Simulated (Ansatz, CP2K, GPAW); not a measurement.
**One calculation of Zn, 3 ways**

```
Zn
1.0
     2.67000    0.00000    0.00000
    -1.33500    2.31229    0.00000
     0.00000    0.00000    4.96600
Zn
2
Direct
  0.68204 0.34099 0.75211
  0.33507 0.67699 0.25644
```

Alike in all runs: task electrostatic potential; functional LDA; k mesh 11 × 11 × 6; occupations methfessel-paxton, width 0.2 eV; no spin polarisation; no spin-orbit coupling. LDA stands for any of its common fits. Pressure is positive in compression and, in plane waves, holds the error of the finite cutoff, which Ansatz's Pulay term estimates and takes out.

| program and potentials | plane-wave cutoff (eV) | notes | pressure (GPa) |
| --- | --- | --- | --- |
| Ansatz, Ansatz PAW | 420 | potentials made for PBE, which Ansatz adapts in part | ? |
| CP2K, GTH_POTENTIALS Zn GTH-PADE-q12; TZVP-MOLOPT-PBE-GTH basis | - | atomic basis | -8.65 |
| GPAW, the program's PAW data sets (release 1.2.1) made for this functional | 600 | - | -9.41 |

Question: Estimate from the other rows what the run with Ansatz, Ansatz PAW gave.

Answer: Pressure -9.07 GPa. Its pressure holds a Pulay term of +0.06 GPa. The other rows, which needn't bracket it: pressure -9.41 to -8.65.
